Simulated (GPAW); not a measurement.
```
! title: LiBr (Fm-3m): one start, several treatments of the self-energy
! method: DFT, PBE, plane waves, PAW (and 3 further levels or steps)
! program: GPAW 26.7.0
! settings of one run: cutoff 600 eV, GPAW PAW setups 1.2.1 data release, 4×4×4 k-mesh, nbands 383
! cost: 6 runs, 6.4 min in all on 4 MPI ranks of Arm Neoverse V1, shared host (the runs of this entry)
! notes: The cell and positions come from the Crystallography Open Database and are kept as given unless a step says otherwise. Limits: no spin-orbit coupling. Bands and cutoff are finite, so the gap is not at the basis limit. The miss can reach some tenths of an eV and take either sign; the mesh is an error of its own. The program warns of a poor linear fit in the extrapolation of some level, so the extrapolated values are rough. The 4×4×4 mesh is coarse for this cell, which bears on the long-range parts of exchange and screening.
! G0W0, Godby-Needs plasmon pole: 7.158 eV
! one-shot HSE06: 6.053 eV
! G0W0, extrapolated in the cutoff: 7.260 eV
! one-shot PBE0: 6.841 eV
! G0W0, full frequency, Hilbert transform: 7.224 eV
! known limits: not at the basis limit; no spin-orbit coupling; coarse k mesh
CELL_PARAMETERS angstrom
0.00000 2.75065 2.75065
2.75065 0.00000 2.75065
2.75065 2.75065 0.00000
ATOMIC_POSITIONS crystal
Li 0.00000 0.00000 0.00000
Br 0.50000 0.50000 0.50000
```

[Paths, hosts, dates, memory and timing lines, banners, echoed tables and standing remarks are left out of the program output.]

[Logs are printed without paths, hosts, clocks, repeated set-up lines and the standing remarks that a program may print on its own settings, such as how far it seeks lower states.]

[Runs of the session that timed out or met a known fault of the program may be left out.]

[Hosts, paths, dates, database ids (printed as entryN), source tags and the programs' standing remarks are cut or masked in the printed files.]
